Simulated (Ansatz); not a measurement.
## TaSi₂ (P6_222), a vibration from a frozen displacement

The calculation used DFT PBEsol, scalar-relativistic, plane waves, PAW in Ansatz. The runs took a 420 eV cutoff, a Γ-centred 12×12×6 mesh and Gaussian smearing (0.15 eV). Spin–orbit coupling is left out, which matters for the heavy elements here. No spin polarisation. Energies are free energies at this smearing, counted from the undisturbed cell; pressure is positive in compression.

The undisturbed cell (relaxed at this level; it needn't be the usual structure):

```
CELL_PARAMETERS angstrom
4.76086 0.00000 0.00000
-2.38043 4.12303 0.00000
0.00000 0.00000 6.55578
ATOMIC_POSITIONS crystal
Ta 0.50000 0.00000 0.50000
Ta 0.50000 0.50000 0.83333
Ta 0.00000 0.50000 0.16667
Si 0.15927 0.31854 0.50000
Si 0.84073 0.15927 0.83333
Si 0.68146 0.84073 0.16667
Si 0.84073 0.68146 0.50000
Si 0.15927 0.84073 0.83333
Si 0.31854 0.15927 0.16667
```

Every Ta atom is moved by x along the Cartesian unit vector (0.000, 1.000, 0.000); the cell and all other atoms stay fixed. The cell's volume is 128.68 Å³; the moved atoms weigh 542.844 u together and the others 168.510 u.

```
  x (Å)  ΔE (meV/cell) total force on the moved atoms along the move (eV/Å) pressure (GPa)
-0.1000         179.79                                                3.6072          0.6821
-0.0500          44.84                                                1.7952          0.1893
 0.0000           0.00                                                0.0000          0.0253
 0.0750         100.99                                               -2.6979          0.3945
```

What frequency belongs to this motion?

The force constant is k = −dF/dx = 35.931 eV/Å², from the parabola through x = -0.0500, 0 and 0.0750. In every cell the moved atoms swing against the rest, so the mass is μ = m₁m₂/(m₁ + m₂) = 128.592 u, and ν̃ = 521.5 cm⁻¹ × √(|k|/μ) = 276 cm⁻¹. The pattern needn't be a normal mode: ν̃² is then a weighted mean of the squared nonzero frequencies at the zone centre of this cell, so it lies between the lowest and the highest of them.

How far does the harmonic law reach?

At x = -0.100 Å, kx²/2 = 179.66 meV against the computed 179.79 meV (+0.1 %): the well is still close to harmonic there.

In a metal these slopes depend on the k mesh and the smearing.